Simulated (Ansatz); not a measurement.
**How far PBE and r2SCAN part for LaAlO3, pressure 75 GPa**

Consider LaAlO₃ in the cubic perovskite structure (space group Pm-3m, No. 221; a = 3.8121 Å).

(Cell as relaxed with PBE.)

Levels (all Ansatz, a program for electronic structure, PAW, earlier PAW set): PBE (420 eV, without spin-orbit coupling); r2SCAN (500 eV, spin-orbit coupling left out).

Each level relaxes its own structure.

| base | PBE | r2SCAN |
|---|---|---|
| volume per atom | 11.08 Å³ | 10.86 Å³ |
| lattice parameter a | 3.812 Å | 3.786 Å |
| band gap | 3.50 eV | 4.02 eV |

Now apply this change: a hydrostatic pressure of 75 GPa.

```csv
quantity,PBE,r2SCAN
gap character,direct at Γ,(withheld)
shift of the gap caused by the change,+0.20 eV,(withheld)
shortest interatomic distance,1.761 Å,(withheld)
```

Problem. Predict the r2SCAN column.

Solution. 
- gap character, r2SCAN: direct at Γ
- shift of the gap caused by the change, r2SCAN: +0.23 eV
- shortest interatomic distance, r2SCAN: 1.758 Å

PBE's shift of the gap caused by the change lies 0.03 eV below r2SCAN's; PBE's shortest interatomic distance lies 0.003 Å above r2SCAN's (0.2 %); the two agree on the gap character. Neither level is exact; r2SCAN is the comparison here, not a measurement.

Load acts through the strain it causes; cell and atoms are relaxed under it. Stability against distortions was not tested. Competing high-pressure phases were not computed. Many cubic perovskites are stable only at high temperature; tilts and polar distortions were not tested.
